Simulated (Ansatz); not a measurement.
Level of theory: Ansatz, DFT PBE, scalar-relativistic, plane waves, PAW. All cells share a 420 eV cutoff and Γ-centred k meshes spaced at most about 0.3 Å⁻¹ (about 0.25 or finer for metals, 2π included). No spin polarisation in the final relaxations.

All energies are static (0 K, no zero-point motion). All come from trial cells, and lower structures may exist.

Question: These unrelaxed guesses for Se are each relaxed within their symmetry. Order them by the energy at which they end, lowest first.
A.

```
CELL_PARAMETERS angstrom
2.70914 0.00000 0.00000
0.00000 2.70914 0.00000
0.00000 0.00000 3.96540
ATOMIC_POSITIONS crystal
Se 0.00000 0.00000 0.50000
```

B.

```
CELL_PARAMETERS angstrom
4.06268 0.00000 0.00000
0.00000 4.06268 0.00000
0.00000 0.00000 3.70588
ATOMIC_POSITIONS crystal
Se 0.00000 0.50000 0.79323
Se 0.50000 0.00000 0.20677
```

C.

```
CELL_PARAMETERS angstrom
4.09729 0.00000 0.00000
-2.04865 3.54836 0.00000
0.00000 0.00000 4.26163
ATOMIC_POSITIONS crystal
Se 0.33333 0.66667 0.00000
Se 0.66667 0.33333 0.00000
```

Answer: B (ends in P4/nmm, 0 meV/atom), A (ends in P4/mmm, 32 meV/atom), C (ends in P6/mmm, 0.32 eV/atom).

No dispersion correction is applied, so the spacing and binding between layers, chains or molecules are poorly described (P4/nmm, P4/mmm, P6/mmm), and this can change margins and order among such cells. A magnetic state wasn't ruled out in cells without spin, among them P6/mmm. Cells relaxed within their symmetry can be saddle points. The part of the Crystallography Open Database at hand lists Se in space groups No. 14, 148, 152, 154, 166 and others; no cell shown has one of them. Some candidate types were left out of the draw beforehand, so a known form may be missing.
